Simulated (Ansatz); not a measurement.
Turning moments in Mn

System: Mn, a test cell of our own (not relaxed); the cell holds 2 atoms.

```yaml
crystal:
  lattice:
    - [2.58000, 0.00000, 0.00000]
    - [-1.29000, 2.23435, 0.00000]
    - [0.00000, 0.00000, 4.15000]
  atoms:
    - { symbol: Mn, position: [0.33333, 0.66667, 0.25000] }
    - { symbol: Mn, position: [0.66667, 0.33333, 0.75000] }
```

Numbers behind element symbols give the atom's place in this list.

Computed with DFT, PBE, PAW (an earlier, harder data set), plane waves, scalar-relativistic in Ansatz.

```yaml
plane_wave_cutoff: 720 eV
k_point_mesh: 5×5×3 (Γ-centred)
occupations: Gaussian smearing, 0.1 eV
```

The mesh is coarse, so energy differences (and at times their sign) aren't converged.

Spins are non-collinear; moments are vectors (x, y, z) in μB. Without spin–orbit coupling a common rotation of all moments costs nothing, so only their relative directions matter.

The default search runs further SCF cycles only where the state itself hints at a lower one. With a search on, the program may also reshape the start on open shells.

Only this run was made, so its end need not be the lowest state of the cell.

(1) Start Mn1 (0.00, 0.00, 2.50), Mn2 (0.00, 0.00, 2.50); default search for lower states. What happens?

## Answers

(1) It converges in 23 iterations: site vectors not recorded: net moment 0.16 μB, absolute moment 0.16 μB; the program warns that the starting moments weren't kept.
